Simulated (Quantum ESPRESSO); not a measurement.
# CoO: zone-centre phonons under several settings

```
Co O
1.0
     0.00000    2.13150    2.13150
     2.13150    0.00000    2.13150
     2.13150    2.13150    0.00000
Co O
1 1
Direct
  0.00000 0.00000 0.00000
  0.50000 0.50000 0.50000
```

All runs used Quantum ESPRESSO 7.5; potentials GBRV 1.5 PBE; k mesh 8 × 8 × 8, shifted; collinear spin, ferromagnetic start; cutoff 762 eV; occupations fermi-dirac, width 0.05 eV.

```csv
level,geometry,volume (Å³/atom),pressure (GPa),lowest optical mode without the field (cm⁻¹)
PBE,relaxed at -3 GPa,9.77,-3.0,71
PBE,relaxed at 0 GPa,?,0.0,?
PBE,relaxed at 3 GPa,9.46,3.0,130
PBE,relaxed at 8 GPa,9.23,7.9,169
PBE,relaxed at 15 GPa,8.87,14.9,237
```

Problem. What stands in the row left open?

Solution. Volume 9.61 Å³/atom; lowest optical mode without the field 104 cm⁻¹.

Caveats: the mesh is thin for the phonons of a metal; a cell with one magnetic atom can't hold antiferromagnetic order, which such compounds often take; the cell is more than 3 GPa from zero pressure, which shifts response properties (some runs).

For the row left open. Caveat: the k mesh is coarse; the mesh is thin for the phonons of a metal; a cell with one magnetic atom can't hold antiferromagnetic order, which such compounds often take.
